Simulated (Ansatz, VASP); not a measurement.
C, level by level in two programs

```
CELL_PARAMETERS angstrom
2.15531 -1.24445 0.00000
2.15531 1.24445 0.00000
-1.39722 0.00000 3.54893
ATOMIC_POSITIONS crystal
C 0.16664 0.16664 0.99991
C 0.83336 0.83336 0.00009
```

This is a stacking variant of graphite.

Single points on this cell with VASP 6.6.1 and Ansatz 0.2.0. Each row is one pair of runs. Alike in all rows: spin: off; k mesh: 13 × 13 × 8; smearing: fermi-dirac, width 0.05 eV.

```csv
level,"VASP's potentials, cutoff","Ansatz's potentials, cutoff","gap on the k mesh at the Fermi level (eV), VASP","gap on the k mesh at the Fermi level (eV), Ansatz","least direct gap on the mesh (eV), VASP","least direct gap on the mesh (eV), Ansatz","pressure (GPa), VASP","pressure (GPa), Ansatz"
r2SCAN,"VASP PAW PBE potentials, release 64 (C), 520 eV","Ansatz PAW, 500 eV",0.98,0.98,0.99,0.99,-9.6,-10.2
LDA,"VASP PAW LDA potentials, release 64 (C), 520 eV","Ansatz PAW, 420 eV",0.89,0.89,0.90,0.90,-13.0,-13.8
PBEsol,"VASP PAW PBE potentials, release 64 (C), 520 eV","Ansatz PAW, 420 eV",0.90,?,0.91,?,-8.5,?
```

**Question.** Fill in what Ansatz gave in row 3.

**Answer.** gap on the k mesh at the Fermi level (eV): 0.90; least direct gap on the mesh (eV): 0.91; pressure (GPa): -9.1.

Caveats: this functional lacks dispersion, which binds the layers, so the pressure and a relaxed spacing across them are unreliable (some rows); the PAW data sets were made with another functional, which shifts forces and pressure a little (VASP); an odd mesh through Γ misses points on the zone boundary, where band edges often lie (VASP); odd divisions of the mesh miss points on the zone boundary, where band edges often lie, so the gap on the mesh can be too wide (Ansatz); the PAW data sets come from PBE, with cores solved anew for the run's functional, which leaves a small shift of forces and pressure (Ansatz); the pressure holds a Pulay correction of +0.7 GPa for the finite cutoff (Ansatz); the pressure holds a Pulay correction of +0.5 GPa for the finite cutoff (Ansatz).
